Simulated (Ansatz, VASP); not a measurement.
# Two plane-wave programs on NaH

INCAR

```
SYSTEM = NaH
PREC     = Accurate       ! precision mode
ENCUT    = 600            ! plane-wave cutoff, eV
EDIFF    = 1E-6           ! SCF threshold, eV
ISMEAR   = 0              ! smearing method
SIGMA    = 0.02           ! smearing width, eV
LREAL    = .False.        ! projectors in reciprocal space
LASPH    = .True.         ! aspherical terms in the spheres
NELM     = 100            ! most SCF steps
ALGO     = Fast           ! electronic algorithm
ISIF     = 3              ! what is computed and relaxed
LWAVE    = .False.        ! write WAVECAR
LCHARG   = .False.        ! write CHGCAR
GGA      = PE             ! functional
IBRION   = 2              ! ionic algorithm
NSW      = 100            ! ionic steps
EDIFFG   = -0.01          ! ionic threshold
```

KPOINTS

```
regular mesh
0
Gamma
  8 8 8
  0 0 0
```

The input POSCAR:

```
NaH
1.0
    0.0000000000      2.3864216800      2.3864216800
    2.3864216800      0.0000000000      2.3864216800
    2.3864216800      2.3864216800      0.0000000000
Na H
1 1
Direct
    0.0000000000      0.0000000000      0.0000000000
    0.5000000000      0.5000000000      0.5000000000
```

Input for Ansatz:

```yaml
crystal:
  lattice:
    - [0.0, 2.38642168, 2.38642168]
    - [2.38642168, 0.0, 2.38642168]
    - [2.38642168, 2.38642168, 0.0]
  atoms:
    - { symbol: Na, position: [0.0, 0.0, 0.0] }
    - { symbol: H, position: [0.5, 0.5, 0.5] }
basis:
  ecutwfc: 420
kpoints:
  mp_grid: { grid: [8, 8, 8] }
hamiltonian:
  xc: pbe
scf:
  occupations: { method: gaussian, width: 0.02 }
output:
  forces: true
  stress: true
  eigenvalues: true
  write_density: true
  write_potential: true
  elf: true
  volumetric_format: npy
relax:
  adjacent_minimum: "off"
  f_tol: 0.01
  max_steps: 80
  cell: { stress_tol: 0.05 }
```

Alike in both runs: task relaxation of cell and atoms; functional PBE; k mesh 8 × 8 × 8; occupations gaussian, width 0.02 eV; no spin polarisation.

|  | VASP | Ansatz |
| --- | --- | --- |
| version | VASP 6.6.1 | Ansatz 0.2.0 |
| potentials or method | VASP PAW PBE potentials, release 64 (Na_pv, H) | scalar-relativistic, plane waves, PAW |
| plane-wave cutoff (eV) | 600 | 420 |
| valence electrons in the cell | 8 | 10 |

|  | VASP | Ansatz | Ansatz less VASP |
| --- | --- | --- | --- |
| gap on the k mesh at the Fermi level, each at its own relaxed structure (eV) | 3.76 | 3.76 | 0.000 |
| relaxed volume (Å³/atom) | 14.08 | 14.09 | +0.013 |
| relaxed cell length with the largest relative difference (Å) | 3.415 | 3.416 | +0.0011 |
| energy change over the relaxation (meV/atom) | -1 | -1 | 0.0 |

The two sets of potentials don't hold the same shells in valence.

A k mesh can miss the band edges. As with any semilocal functional, this PBE gap is likely too small.
